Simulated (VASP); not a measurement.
**CdS (F-43m): a series in biaxial strain in the (110) plane**

How do the elastic response and the band edges of CdS follow biaxial strain in the (110) plane?

Program: VASP 6.6.1. Level of theory: LDA; plane waves and PAW (Cd, S); cell typed or built by script, in the first sound run; inputs show where later runs differ. Results are calculated unless marked as measured.

This is a report of a sequence of runs, with most program output left out.

### 1. The starting structure

Symmetry: F-43m, No. 216, cubic system. The conventional cell has a = 5.820 Å, b = 5.820 Å, c = 5.820 Å, α = 90.00°, β = 90.00°, γ = 90.00°. Nearest to Cd lie 4 S at 2.52 Å. S has 4 Cd at 2.52 Å nearest. Farther neighbours and most contacts between anions are not listed.

Structure file:

```cif
data_structure
_symmetry_space_group_name_H-M 'F-43m'
_symmetry_Int_Tables_number 216
_cell_length_a 5.8200
_cell_length_b 5.8200
_cell_length_c 5.8200
_cell_angle_alpha 90.000
_cell_angle_beta 90.000
_cell_angle_gamma 90.000
_cell_volume 197.14
loop_
_atom_site_label
_atom_site_type_symbol
_atom_site_symmetry_multiplicity
_atom_site_Wyckoff_symbol
_atom_site_fract_x
_atom_site_fract_y
_atom_site_fract_z
_atom_site_occupancy
Cd1 Cd 4 a 0.00000 0.00000 0.00000 1
S1 S 4 d 0.25000 0.25000 0.75000 1
```

### 2. Relax the crystal, LDA

The series starts from the cell that this level prefers, so that zero strain is near zero stress.

This step took 2 runs in a row; the last is shown.

Level: LDA; plane waves and PAW (Cd, S); cell typed or built by script.

Contents of INCAR:

```
SYSTEM = CdS
PREC = Accurate
ENCUT = 450
EDIFF = 1E-07
NELM = 120
ISMEAR = 0
SIGMA = 0.02
LREAL = .FALSE.
ALGO = Normal
GGA = CA
NBANDS = 15
LASPH = .TRUE.
LORBIT = 11
LWAVE = .FALSE.
LCHARG = .FALSE.
KPAR = 16
IBRION = 2
NSW = 40
ISIF = 3
EDIFFG = -0.005
POTIM = 0.4
```

Contents of POSCAR:

```
CdS
1.0
    0.0000000000      2.8843989596      2.8843989596
    2.8843989596      0.0000000000      2.8843989596
    2.8843989596      2.8843989596      0.0000000000
Cd S
1 1
Direct
    0.0000000000      0.0000000000      0.0000000000
    0.2500000000      0.2500000000      0.2500000000
```

Contents of KPOINTS:

```
Automatic mesh
0
Gamma
9 9 9
0 0 0
```

The projector-augmented-wave data sets are Cd and S (LDA family, release 64).

On the command line:

```sh
$ mpirun -np 16 vasp_std
```

Wall time 4.6 s (16 MPI ranks of Intel Xeon Platinum 8488C (Sapphire Rapids), shared host); peak memory 2.6 GiB; 44 s of CPU time.

Read from the output:

| Quantity | Value |
| --- | --- |
| energy(sigma→0) of the program | -7.4068 eV |
| stress, compression positive | 0.01 along [110], 0.01 across it (mean), GPa |
| volume | 47.966 Å³ |
| ionic steps | 2 |

### 3. Strain along the normal, LDA

One member in full: the plane is strained by -2 %, and the strain along the normal is moved by secant steps until the normal stress is under 0.012 GPa or five steps are spent; the atoms relax at each step.

This step took 3 runs, each at a new trial strain with the atoms of the one before; the last is shown.

Level: LDA; plane waves and PAW (Cd, S); cell typed or built by script.

Changes to INCAR since step 2:

```diff
@@ -15,7 +15,7 @@
 LCHARG = .FALSE.
-KPAR = 16
-IBRION = 2
-NSW = 40
-ISIF = 3
-EDIFFG = -0.005
-POTIM = 0.4
+KPAR = 4
+IBRION = 1
+NSW = 25
+ISIF = 2
+EDIFFG = -0.004
+POTIM = 0.3
```

Contents of POSCAR:

```
CdS
1.0
    0.0606738490      2.8868060540      2.8261322050
    2.8868060540      0.0606738490      2.8261322050
    2.9474799030      2.9474799030      0.0000000000
Cd S
1 1
Direct
    0.0057537052      0.0057537052      0.9942462948
    0.2442462948      0.2442462948      0.2557537052
```

KPOINTS is that of step 2.

On the command line:

```sh
$ mpirun -np 4 vasp_std
```

Run time: 27 s. Hardware: 4 MPI ranks; peak memory 0.74 GiB; 72 s of CPU time.

Read from the output:

```
energy(sigma→0) of the program : -7.3945 eV
stress, compression positive   : -0.01 along [110], 1.86 across it (mean), GPa
ionic steps                    : 3
```

### 4. Band edges, HSE06

Short lines in KPOINTS_OPT sample the zone centre along and across the normal of the plane, for masses, and the other valleys.

Level: HSE06; plane waves and PAW (Cd, S); cell typed or built by script.

Contents of INCAR:

```
SYSTEM = CdS
PREC = Accurate
ENCUT = 450
EDIFF = 1E-06
NELM = 100
ISMEAR = 0
SIGMA = 0.02
LREAL = .FALSE.
ALGO = Normal
LHFCALC = .TRUE.
AEXX = 0.25
GGA = PE
HFSCREEN = 0.2
LASPH = .TRUE.
NBANDS = 14
PRECFOCK = Fast
LWAVE = .FALSE.
LCHARG = .FALSE.
KPAR = 4
```

Contents of POSCAR:

```
CdS
1.0
    0.0606738490      2.8868060540      2.8261322050
    2.8868060540      0.0606738490      2.8261322050
    2.9474799030      2.9474799030      0.0000000000
Cd S
1 1
Direct
    0.0051432266      0.0051432266      0.9948567734
    0.2448567734      0.2448567734      0.2551432266
```

Contents of KPOINTS:

```
Automatic mesh
0
Gamma
5 5 5
0 0 0
```

Contents of KPOINTS_OPT:

```
Line mode
6
Line-mode
Reciprocal
  0.00000000   0.00000000   0.00000000
  0.01658540   0.01658540   0.03317080

  0.00000000   0.00000000   0.00000000
 -0.01590258   0.01590258   0.00000000

  0.31000000   0.31000000   0.00000000
  0.50000000   0.50000000   0.00000000

  0.00000000   0.31000000   0.31000000
  0.00000000   0.50000000   0.50000000

  0.45000000   0.45000000   0.45000000
  0.50000000   0.50000000   0.50000000

  0.45000000   0.00000000   0.00000000
  0.50000000   0.00000000   0.00000000

  0.42500000   0.42500000   0.00000000
  0.42548283   0.44797247   0.02345530

  0.50000000   0.50000000   0.50000000
  0.48409742   0.51590258   0.50000000
```

On the command line:

```sh
$ mpirun -np 4 vasp_std
```

The job ended after 5 min (4 MPI ranks; peak memory 1.2 GiB).

This run gave:

| Item | Value |
| --- | --- |
| energy(sigma→0) of the program | -7.5806 eV |

### 5. All members

Hybrid runs start from orbitals of a short LDA run, not shown.

Runs beyond LDA use the data sets made with LDA; this shifts their levels slightly, and their total energies have another zero.

The other members went through these steps as far as the tables show, with the same cutoff and, step by step, the same mesh; 42 runs are not shown. The session took 3.4 core hours (wall time by ranks) on a shared machine.

```csv
in-plane strain (%),strain along the normal (%),"mean of the two in-plane stresses, tension positive (GPa)",energy above the unstrained row (meV/atom),"gap on the mesh, LDA (eV)"
-2.000,2.208,-1.860,6.132,0.926
-1.500,1.646,-1.409,3.552,0.939
-1.000,1.092,-0.947,1.667,0.950
-0.500,0.546,-0.477,0.473,0.958
0,0.000,-0.007,0.000,0.965
0.500,-0.523,0.476,0.229,0.928
1.000,-1.041,0.962,1.182,0.889
1.500,-1.549,1.453,2.865,0.848
2.000,-2.045,1.947,5.280,0.805
```

Slopes at zero strain, from cubics through all rows: strain ratio -1.068, stress over strain 96 GPa.

Band edges at HSE06, counted from the valence-band top at Γ, with one row partly withheld:

```csv
in-plane strain (%),gap (eV),conduction band at Γ (eV),Δ or X valley along z (eV),Δ or X valley along x (eV),"lowest conduction level at L, [111] (eV)","lowest conduction level at L, [-111] (eV)",second valence level below the top (eV),third valence level below the top (eV)
-2.000,2.238,2.238,4.142,4.337,4.296,3.995,0.029,0.168
-1.500,2.251,2.252,4.229,4.356,4.267,4.047,0.020,0.125
-1.000,?,?,4.304,4.375,4.239,4.096,0.012,0.084
-0.500,2.270,2.270,4.364,4.393,4.212,4.142,0.005,0.042
0,2.276,2.276,4.410,4.410,4.186,4.186,0.000,0.000
0.500,2.237,2.237,4.399,4.385,4.120,4.185,0.037,0.041
1.000,2.196,2.196,4.374,4.359,4.054,4.181,0.076,0.082
1.500,2.152,2.153,4.339,4.333,3.990,4.174,0.115,0.123
2.000,2.106,2.107,4.294,4.306,3.926,4.163,0.155,0.164
```

Conduction masses, in electron masses:

```csv
in-plane strain (%),"conduction mass at Γ, along the strain axis or the normal of the plane","conduction mass at Γ, across the strain axis or in the plane"
-2.000,0.160,0.185
-1.500,0.163,0.182
-1.000,0.166,0.178
-0.500,0.168,0.174
0,0.172,0.172
0.500,0.173,0.167
1.000,0.176,0.165
1.500,0.177,0.161
2.000,0.180,0.158
```

### 6. Fit and prediction

The quantity to fit is the conduction level at Γ above the mean of the three top valence levels at HSE06: 2.304, 2.300, 2.286, 2.276, 2.263, 2.249, 2.232, 2.213 eV in the rows shown.

Fitting a parabola to the 8 known rows (e: strain in %) gives E = − 0.004369 e² − 0.02270 e + 2.276 in eV; the residuals are 1.0e-4 eV r.m.s.

At e = -1 this predicts 2.2942 eV.

### 7. The withheld row

The calculation gives 2.2941 eV, so the prediction is 0.0001 eV too high.

### 8. Summary of results

```yaml
ratio_of_normal_to_in_plane_strain: -1.068
biaxial_modulus: 96 GPa
gap_of_the_unstrained_cell_hse06: 2.28 eV
slope_at_zero_strain_of_the_conduction_level_at_gamma_above_the_mean_of_the_three_top_valence_levels_hse06: -23 meV per %
error_of_the_predicted_row: 0.1 meV
```

In words: As a check, the curvature of the energy gives 95 GPa for the same modulus (energy per volume = M × strain²), 0 % from the slope of the stress. At HSE06 the lowest conduction valley is Γ throughout, and the gap runs between 2.11 and 2.28 eV. Hole masses are left out throughout, since the top bands are degenerate or cross in many series; of conduction masses, those of the Γ, L and (for Si and Ge under (001) strain) Δ valleys are kept where they change by under an eighth between rows. HSE06 ran on a coarser mesh than the semilocal levels. Spin-orbit coupling is left out at HSE06, so the valence splittings there lack it. Δ or X levels are the lowest on their line, refined by a parabola unless they lie at X; the gap is read from all points sampled and can differ from the lowest valley by some meV, or by tens of meV where strain moves the valence top off Γ. Temperature, zero-point motion and excitons are left out.

[Lines on the potential files, build, host, timing and source positions are cut from VASP's logs without a mark.]

[Logs are printed without paths, hosts, clocks, repeated set-up lines and the standing remarks that a program may print on its own settings, such as how far it seeks lower states.]

[Hosts, paths, dates, database ids (printed as entryN), source tags and the programs' standing remarks are cut or masked in the printed files.]

[In band tables of VASP the shares of atoms and orbitals are scaled to a sum of 1 inside the atoms' spheres.]
